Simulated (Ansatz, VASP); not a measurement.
Given: the input of a run of Ansatz 0.2.0 on Au.

The input input.yaml:

```yaml
crystal:
  lattice:
    - [1.4298819627, -2.5895675798, 0.0]
    - [1.4298819627, 2.5895675798, 0.0]
    - [0.0, 0.0, 4.9575608049]
  atoms:
    - { symbol: Au, position: [0.33467203, 0.66532797, 0.25] }
    - { symbol: Au, position: [0.66532797, 0.33467203, 0.75] }
hamiltonian:
  xc: pbesol
  pseudopotentials: { kind: paw }
kpoints:
  mp_grid: { grid: [11, 11, 6] }
scf:
  occupations: { method: fermi_dirac, width: 0.05 }
output:
  forces: true
  stress: true
  eigenvalues: true
```

Potentials or basis: Ansatz PAW.

Run with:

```console
$ ansatz run input.yaml --threads 1 --pin off --max-ram 3584MiB --backend cpu --events-out ev --progress --plain --runs-dir out
```

Q: Set up the same calculation for VASP 6.6.1. Potentials there: VASP PAW PBE potentials, release 64 (Au).

A: As run (the cutoff follows the program's own potentials):

Contents of INCAR:

```
SYSTEM = Au
PREC = Accurate
ENCUT = 520
EDIFF = 1E-7
ISMEAR = -1
SIGMA = 0.05
LREAL = .False.
LASPH = .True.
NELM = 60
ALGO = Normal
ISIF = 2
LWAVE = .False.
LCHARG = .False.
GGA = PS
NBANDS = 18
```

KPOINTS

```
regular mesh
0
Gamma
  11 11 6
  0 0 0
```

Contents of POSCAR:

```
Au
1.0
    1.4298819627     -2.5895675798      0.0000000000
    1.4298819627      2.5895675798      0.0000000000
    0.0000000000      0.0000000000      4.9575608049
Au
2
Direct
    0.3346720300      0.6653279700      0.2500000000
    0.6653279700      0.3346720300      0.7500000000
```

Potentials or basis: VASP PAW PBE potentials, release 64 (Au).

Launch:

```bash
$ cat potpaw_PBE.64/Au/POTCAR > POTCAR
$ mpirun -np 1 vasp_std > vasp.out
```

Both were run:

|  | VASP | Ansatz | Ansatz less VASP |
| --- | --- | --- | --- |
| gap on the k mesh at the Fermi level (eV) | none | none | - |
| pressure (GPa) | -10.3 | -10.1 | +0.21 |
| largest component of the traceless stress (GPa) | 1.92 | 1.92 | +0.005 |
| rms of the force components (eV/Å) | 0.003 | 0.004 | +0.0005 |

Atom by atom the forces differ by 0.001 eV/Å (rms over components). A gap of «none» marks a metal or a gap that the smearing closes. With one functional, cell and mesh, what is left measures potentials, basis and numerics. The two sets of potentials don't hold the same shells in valence.

Caveats: the PAW data sets were made with another functional, which shifts forces and pressure a little (VASP); the PAW data sets come from PBE, with cores solved anew for the run's functional, which leaves a small shift of forces and pressure (Ansatz). Spin-orbit coupling is left out, which matters for the levels of Au.
